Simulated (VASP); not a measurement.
CdS: relaxation of cell and atoms with PBE

The system is CdS.

```
Cd S
1.0
     4.15000    0.00000    0.00000
    -2.07500    3.59401    0.00000
     0.00000    0.00000    6.73700
Cd S
2 2
Direct
  0.33333 0.66667 0.00000
  0.66667 0.33333 0.50000
  0.33333 0.66667 0.37500
  0.66667 0.33333 0.87500
```

```json
{
  "Program": "VASP 6.6.1",
  "Task": "relaxation of cell and atoms",
  "Functional": "PBE",
  "Potentials or basis": "VASP PAW PBE potentials, release 64 (Cd, S)",
  "Cutoff": "600 eV",
  "k mesh": "9 × 9 × 4",
  "Occupations": "gaussian, width 0.02 eV",
  "Spin": "no spin polarisation",
  "Dipole correction": "no",
  "Further INCAR settings": "ALGO = Normal; EDIFF = 1e-06; IBRION = 2; EDIFFG = -0.005; NSW = 100; ISIF = 3"
}
```

| Item | Value |
| --- | --- |
| Relaxed volume | 26.17 Å³/atom |
| Relaxed cell | a = 4.203 Å, b = 4.203 Å, c = 6.842 Å, α = 90.00°, β = 90.00°, γ = 120.00° |
| Space group after relaxing (to 0.05 Å) | P6_3mc (No. 186) |
| Energy gained by relaxing | 7.7 meV/atom |
| Ionic steps | 12 |
| Pressure after relaxing | 0.0 GPa |
| Largest force after relaxing | 0.004 eV/Å |
| Band gap on the k mesh | 1.10 eV, direct |

Forces on the atoms (eV/Å):
```
Cd   0.000  0.000 -0.004
Cd   0.000  0.000 -0.004
S    0.000  0.000  0.004
S    0.000  0.000  0.004
```

Step by step:
```csv
step,energy change (eV),largest force (eV/Å),pressure (GPa),volume (Å³)
1,0.0000,0.0696,2.38,100.48
2,-0.0279,0.0022,-0.67,106.01
3,-0.0307,0.0149,-0.01,104.66
4,-0.0307,0.0159,0.00,104.57
5,-0.0308,0.0076,0.05,104.56
6,-0.0308,0.0041,0.05,104.55
7,-0.0308,0.0004,0.00,104.65
8,-0.0308,0.0001,0.00,104.64
9,-0.0308,0.0013,-0.03,104.69
10,-0.0308,0.0012,-0.02,104.70
11,-0.0308,0.0021,-0.04,104.72
12,-0.0308,0.0037,0.00,104.68
```

Final structure:
```xyz
4
Lattice="4.2031 0.0000 0.0000 -2.1016 3.6400 0.0000 0.0000 0.0000 6.8420" Properties=species:S:1:pos:R:3 pbc="T T T"
Cd    0.0000    2.4267    6.8372
Cd    2.1016    1.2133    3.4163
S     0.0000    2.4267    2.5704
S     2.1016    1.2133    5.9914
```

Levels at points of the mesh, in eV from the valence-band top:
```
           k point  band 14  band 15  band 16  band 17  band 18  band 19  band 20  band 21  band 22
(0.00, 0.00, 0.00)    -0.69    -0.69    -0.04     0.00     0.00     1.10     2.73     6.48     6.48
(0.00, 0.00, 0.50)    -2.36    -0.36    -0.36    -0.36    -0.36     2.75     2.75     6.13     6.13
```

It took 3.6 min on 1 thread of AMD EPYC 9R45 96-Core Processor (Zen 5) (shared host), peak memory 0.28 GiB.

Expect the measured gap to be larger: semilocal functionals such as PBE lack the derivative discontinuity. PBE usually gives volumes a little too large and moduli too small.
